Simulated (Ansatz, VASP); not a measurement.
# One calculation of TiC, two programs

The input INCAR:

```
AGGAC = 1.0 ; AGGAX = 1.0
ALDAC = 0.0 ; ALDAX = 1.0
ALGO = Normal ; EDIFF = 1E-6
EDIFFG = -0.01 ; ENCUT = 600
GGA = B5 ; IBRION = 2
ISIF = 3 ; ISMEAR = -1
IVDW = 13 ; LASPH = True
LCHARG = False ; LREAL = False
LWAVE = False ; NELM = 60
NSW = 60 ; PREC = Accurate
SIGMA = 0.05 ; VDW_A1 = 0.44488865
VDW_A2 = 4.0933009 ; VDW_S6 = 1.0
VDW_S8 = 2.34076671
```

File KPOINTS:

```
k-points
0
Gamma
  11 11 11
```

File POSCAR:

```
TiC
1.0
    0.0000000000      2.1657188437      2.1657188437
    2.1657188437      0.0000000000      2.1657188437
    2.1657188437      2.1657188437      0.0000000000
Ti C
1 1
Direct
    0.0000000000      0.0000000000      0.0000000000
    0.5000000000      0.5000000000      0.5000000000
```

File input.yaml:

```yaml
crystal:
  lattice:
    - [0.0, 2.1657188437, 2.1657188437]
    - [2.1657188437, 0.0, 2.1657188437]
    - [2.1657188437, 2.1657188437, 0.0]
  atoms:
    - { symbol: Ti, position: [0.0, 0.0, 0.0] }
    - { symbol: C, position: [0.5, 0.5, 0.5] }
hamiltonian:
  xc: blyp
  pseudopotentials: { kind: paw }
  dispersion: d4
kpoints:
  mp_grid: { grid: [11, 11, 11] }
scf:
  occupations: { method: fermi_dirac, width: 0.05 }
output:
  forces: true
  stress: true
  write_density: true
  write_potential: true
  elf: true
  volumetric_format: npy
relax:
  f_tol: 0.01
  max_steps: 40
  cell: { stress_tol: 0.05 }
```

The cell is a database's computed one.

Alike in both runs: task relaxation of cell and atoms; functional BLYP; dispersion D4; k mesh 11 × 11 × 11; occupations fermi-dirac, width 0.05 eV; no spin polarisation.

```csv
,VASP,Ansatz
version,VASP 6.6.1,Ansatz 0.2.0
potentials or method,"VASP PAW PBE potentials, release 64 (Ti_sv, C)",Ansatz PAW
plane-wave cutoff (eV),600,420
valence electrons in the cell,16,16
```

VASP gave:

```
gap on the k mesh at the Fermi level, each at its own relaxed structure (eV) : none
relaxed volume (Å³/atom)                                                     : 10.13
relaxed cell length with the largest relative difference (Å)                 : 3.060
```

Q: Estimate Ansatz's values.

A: gap on the k mesh at the Fermi level, each at its own relaxed structure (eV): none; relaxed volume (Å³/atom): 10.11; relaxed cell length with the largest relative difference (Å): 3.058.

A gap of «none» marks a metal or a gap that the smearing closes.

Caveats: pairwise dispersion overbinds metals, which lowers pressure and volume; the PAW data sets were made with another functional, which shifts forces and pressure a little (VASP); the plane-wave basis is chosen anew once the cell has moved, so the energies of steps on either side of that aren't comparable (Ansatz); the pressure holds a Pulay correction of +0.3 GPa for the finite cutoff (Ansatz); the PAW data sets come from PBE, with cores solved anew for the run's functional, which leaves a small shift of forces and pressure (Ansatz).
